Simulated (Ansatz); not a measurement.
Ni: pressure against volume per atom

Results calculated with Ansatz 0.2.0, not measured. Periodic Kohn-Sham DFT of a crystal at fixed atoms; pressure and stress are positive in compression; the energy is the free energy less that of spherical unpolarised free atoms; site moments are those in the method's own spheres, positive along +z.

Cell of the first row (space group Fm-3m, No. 225):
```
cell vectors (Å)
   0.0000     1.7319     1.7319
   1.7319     0.0000     1.7319
   1.7319     1.7319     0.0000
atoms (fractions of the cell vectors)
Ni  0.00000  0.00000  0.00000
```

Settings of every row: method all-electron PAW; functional PBE; relativity scalar; k mesh 20x20x20; filling fermi-dirac; smearing width 0.05 eV; nucleus gaussian.

Atom:
```csv
element,start moment (bohr magneton)
Ni,1.5
```

Limits: with one magnetic atom in the cell only parallel moments are possible.

```csv
row,volume per atom (Å³),pressure (GPa),cell moment (bohr magneton)
1,10.389,10.565,0.63
2,10.499,7.987,0.632
3,10.61,5.557,0.634
4,10.831,1.116,0.637
5,10.941,-0.914,0.639
6,11.052,-2.825,0.64
7,11.162,-4.625,0.642
8,11.273,-6.32,0.644
9,11.494,?,?
10,11.605,-10.829,0.649
11,11.715,-12.157,0.651
```

Question: what pressure should row 9 give?

Worked fit of pressure. Take u = (V_r/V)^(2/3) − 1 with V_r = 10.997 Å³ an atom, which is twice the finite (Eulerian) strain; such expansions in the strain, on which the Birch-Murnaghan equation of state is built, carry the rest volume and the bulk modulus. The shown rows have u = 0.03864, 0.03138, 0.02417, 0.01019, 0.00341, -0.00332, -0.00988, -0.01639, -0.03524, -0.04129. Least squares give pressure = −1.8921 + 285.107 × u + 925.23 × u² + 966 × u³ GPa; a parabola predicts inner rows, each left out in turn, worse (root mean square 0.013 against 0.0072 GPa). The rows lie off it by 0.003, -0.008, 0.004, 0.006, -0.005, 0.003, -0.005, 0.001, 0.004, -0.002 (root mean square 0.0045 GPa). The pressure vanishes at u = 0.0065, or V = 10.89 Å³ an atom, and there the bulk modulus at fixed shape and fractions is B = −V dP/dV = (2/3)(1 + u) dP/du = 199 GPa. The withheld row has u = -0.02904, so the fit gives −1.8921 + 285.107 × (-0.02904) + 925.23 × (-0.02904)² + 966 × (-0.02904)³ = -9.415 GPa.

The calculation gave -9.416 GPa. The fit lies 0.001 GPa (0.0044 % of the column's range) above it, one unit of the last digit.

The other values of row 9: cell moment 0.647 bohr magneton.
